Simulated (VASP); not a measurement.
MgO (Periclase), 2 atoms in the cell. It takes space group Fm-3m (No. 225, cubic). Conventional cell: a = 4.217 Å, b = 4.217 Å, c = 4.217 Å, α = 90.00°, β = 90.00°, γ = 90.00°. Around Mg (site symmetry m-3m) lie 6 O at 2.11 Å. O (site symmetry m-3m) has 6 Mg at 2.11 Å as nearest neighbours. 

| Property | Result |
| --- | --- |
| Program | VASP 6.6.1 |
| Task | relaxation of cell and atoms |
| Functional | PBE |
| Potentials or basis | VASP PAW PBE potentials, release 64 (Mg, O) |
| Cutoff | 600 eV |
| k mesh | 12 × 12 × 12 |
| Occupations | gaussian, width 0.03 eV |
| Spin | no spin polarisation |
| Further INCAR settings | ALGO = Normal; EDIFF = 1e-06; IBRION = 2; EDIFFG = -0.01; NSW = 90; ISIF = 3 |

Potentials or basis: VASP PAW PBE potentials, release 64 (Mg, O).

The run is started by

```bash
$ cat potpaw_PBE.64/Mg/POTCAR potpaw_PBE.64/O/POTCAR > POTCAR
$ mpirun -np 1 vasp_std > vasp.out
```

Hardware: 1 thread of Intel(R) Xeon(R) Platinum 8559C (Emerald Rapids), with other jobs on the host.

Problem. Estimate the wall time of this run.

Solution. It took 14 s on 1 thread of Intel(R) Xeon(R) Platinum 8559C (Emerald Rapids) (shared host), peak memory 0.15 GiB. Counts: scf iterations 22, k points 72, ion steps 3.
